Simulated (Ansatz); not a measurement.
# SnSe under changes of volume

One of the cells (27.271 Å³/atom); the others are scaled copies at fixed shape and fractional positions:

```xyz
2
Lattice="0.0000 3.0100 3.0100 3.0100 0.0000 3.0100 3.0100 3.0100 0.0000" Properties=species:S:1:pos:R:3 pbc="T T T"
Sn    0.0000    0.0000    0.0000
Se    3.0100    3.0100    3.0100
```

Measurements of this composition are mostly on another form, of space group No. 62.

* Program: Ansatz 0.2.0
* Functional: rPW86-PBE
* Dispersion: rVV10
* Potentials or basis: Ansatz PAW
* Cutoff: 420 eV (not typed: the program's choice for these potentials)
* k mesh: 8 × 8 × 8
* Occupations: fermi-dirac, width 0.05 eV
* Spin: no spin polarisation

```tsv
volume (Å³/atom)	energy over the lowest point (meV/atom)	pressure (GPa)	gap on the mesh (eV)
25.635	52.29	6.5	0.75
26.180	32.89	4.9	0.73
26.725	18.43	3.6	0.66
27.271	8.40	2.3	0.57
27.816	?	?	?
28.362	0.00	0.2	0.42
28.907	0.89	-0.7	0.35
```

**Question.** What does the run at 27.816 Å³/atom give?

**Answer.** Energy over the lowest point 2.39 meV/atom; pressure 1.2 GPa; gap on the mesh 0.50 eV.

Worked out: A Birch-Murnaghan fit of order 3 (a polynomial in V^(-2/3)) to the other rows has its minimum at 28.48 Å³/atom with B0 = V·E''(V) = 49 GPa and B' = 4.3. It gives 2.39 meV/atom at 27.816 Å³/atom, against the run's 2.39, and -dE/dV = 1.2 GPa, against 1.2. A parabola through the other rows of the gap, of slope -3.96 eV per unit of ln V there, gives 0.51 eV, against the run's 0.50.

Energies are extrapolated to zero smearing.

Caveats: spin-orbit coupling is left out, which moves the levels of the heavy elements; the PAW data sets come from PBE, with cores solved anew for the run's functional, which leaves a small shift of forces and pressure.

A mesh can miss the band edges.
